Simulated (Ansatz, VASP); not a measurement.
**One calculation of MnS, two programs**

```
Mn S
1.0
     0.00000    2.80000    2.80000
     5.60000    2.80000    2.80000
     5.60000    5.60000    0.00000
Mn S
2 2
Direct
  0.00000 0.00000 0.00000
  0.00000 0.00000 0.50000
  0.75000 0.75000 0.00000
  0.75000 0.75000 0.50000
```

Alike in both runs: task single point; functional LDA; k mesh 6 × 6 × 6; occupations gaussian, width 0.05 eV; collinear spin; Hubbard terms Mn d U = 8.0 eV.

|  | VASP | Ansatz |
| --- | --- | --- |
| version | VASP 6.6.1 | Ansatz 0.2.0 |
| potentials or method | VASP PAW LDA potentials, release 64 (Mn_pv, S) | scalar-relativistic, plane waves, PAW |
| plane-wave cutoff (eV) | 520 | 420 |
| valence electrons in the cell | 38 | 42 |

Ansatz gave:

* gap on the k mesh at the Fermi level (eV): 1.41
* least direct gap on the mesh (eV): 1.41
* pressure (GPa): 3.0
* net moment per atom (μB): 2.50
* size of the moment on the site where the two differ most (μB): 4.42

**Question.** What did VASP give for the same quantities?

**Answer.** gap on the k mesh at the Fermi level (eV): 1.61; least direct gap on the mesh (eV): 1.61; pressure (GPa): 2.6; net moment per atom (μB): 2.50; size of the moment on the site where the two differ most (μB): 4.67.

Site moments also hang on the region over which each program counts them. The programs project onto different local orbitals, so the same U acts differently. The two sets of potentials don't hold the same shells in valence.

A k mesh can miss the band edges. The state reached can hang on the start; a lower one may exist.
